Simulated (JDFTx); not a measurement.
The system is Pb.

```
Pb
1.0
     0.00000    2.47502    2.47502
     2.47502    0.00000    2.47502
     2.47502    2.47502    0.00000
Pb
1
Direct
  0.00000 0.00000 0.00000
```

- Program: JDFTx 1.7.0 (patched build)
- Task: relaxation of cell and atoms
- Functional: PBE
- Potentials or basis: PseudoDojo-SR-PBE-0.4-stringent with smoothed tails
- Cutoff: 1225 eV
- Density cutoff: 4898 eV
- k mesh: 9 × 9 × 9
- Occupations: fermi-dirac, width 0.05 eV
- Spin: no spin polarisation

At the start: pressure 2.3 GPa; volume 30.32 Å³/atom.

Problem. Where does the relaxation end?

Solution. Over 6 steps the energy falls by 10.3 meV/atom and the volume is 31.88 Å³/atom (+5.1 %); space group Fm-3m (No. 225, to 0.05 Å).

The path:
```tsv
step	energy change (eV)	largest force (eV/Å)	pressure (GPa)	volume (Å³)
1	0.0000	0.0000	2.26	30.32
2	-0.0036	0.0000	1.78	30.61
3	-0.0102	0.0000	0.19	31.71
4	-0.0103	0.0000	0.02	31.85
5	-0.0103	0.0000	0.01	31.87
6	-0.0103	0.0000	0.01	31.88
```

Final structure:
```xyz
1
Lattice="0.0000 2.5166 2.5166 2.5166 0.0000 2.5166 2.5166 2.5166 0.0000" Properties=species:S:1:pos:R:3 pbc="T T T"
Pb    0.0000    0.0000    0.0000
```

The cell as given is a measured one (30.32 Å³/atom); PBE puts the equilibrium volume +5.1 % from it, thermal expansion not counted.
